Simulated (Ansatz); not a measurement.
# From barrier to diffusion: O in ZnO

Level of theory: Ansatz 0.2.0, DFT PBE, scalar-relativistic, plane waves, PAW. Settings: 420 eV cutoff, 3×3×3 k-mesh, Gaussian smearing of 0.02 eV, no spin polarisation.

Host crystal, relaxed:

```yaml
crystal:
  lattice:
    - [3.27939, 0.00000, 0.00000]
    - [-1.63970, 2.84004, 0.00000]
    - [0.00000, 0.00000, 5.29323]
  atoms:
    - { symbol: Zn, position: [0.66667, 0.33333, 0.50060] }
    - { symbol: Zn, position: [0.33333, 0.66667, 0.00060] }
    - { symbol: O, position: [0.66667, 0.33333, 0.87971] }
    - { symbol: O, position: [0.33333, 0.66667, 0.37971] }
```

In a supercell of 12 host sites, interstitial O hops to an equivalent place, moving 2.65 Å. Climbing-image nudged elastic band at fixed cell; the order of the saddle wasn't checked, and the small cell leaves errors of about a tenth of an eV.

| image | path (Å) | E − E(0) (eV) |
| --- | --- | --- |
| 0 | 0.00 | 0.000 |
| 1 | 0.44 | 0.210 |
| 2 | 0.87 | 0.452 |
| 3 | 1.31 | 0.506 |
| 4 | 1.75 | 0.574 |
| 5 | 2.29 | 0.315 |
| 6 | 2.82 | 0.000 |

What are the barriers forward and back, and what attempt frequency does the shape suggest?

Forward 0.57 eV, back 0.57 eV, the ends being level. For a sinusoidal profile E_b sin²(πx/l), with the O atom alone moving, ν = (1/l)√(E_b/2m) = 5.0×10¹² s⁻¹, within an order of magnitude of the customary 10¹³ s⁻¹; a true prefactor needs the vibrations at the minimum and at the saddle.

With ν = 10¹³ s⁻¹, give the forward jump rate along this one path, the wait 1/k for that jump, the diffusivity D ≈ l²k and the distance √(Dt) covered in an hour at 300, 600 and 1000 K, taking the host as solid throughout.

k = ν exp(−E_b/k_BT):
```
T (K) k (1/s) wait (s) D (cm²/s)  √(Dt) in 1 h (nm)
  300      2318   4.3×10⁻⁴  1.6×10⁻¹²                765
  600   1.5×10⁸   6.6×10⁻⁹   1.1×10⁻⁷            2.0×10⁵
 1000  1.3×10¹⁰  7.8×10⁻¹¹   9.0×10⁻⁶            1.8×10⁶
```

D = l²k holds for six equivalent jumps in three dimensions (z l²k/6) and is a scale otherwise. Long-range transport needs a connected net of such jumps, and traps slow it. D is that of an interstitial already there; self-diffusion in the crystal is slower by the defects' share of the sites. An error of 0.1 eV in the barrier changes k by a factor of 48 at 300 K and 3.2 at 1000 K.

Cost: 1 run of about 13 core-minutes, on Intel Xeon Processor @ 2.70GHz (shared hosts).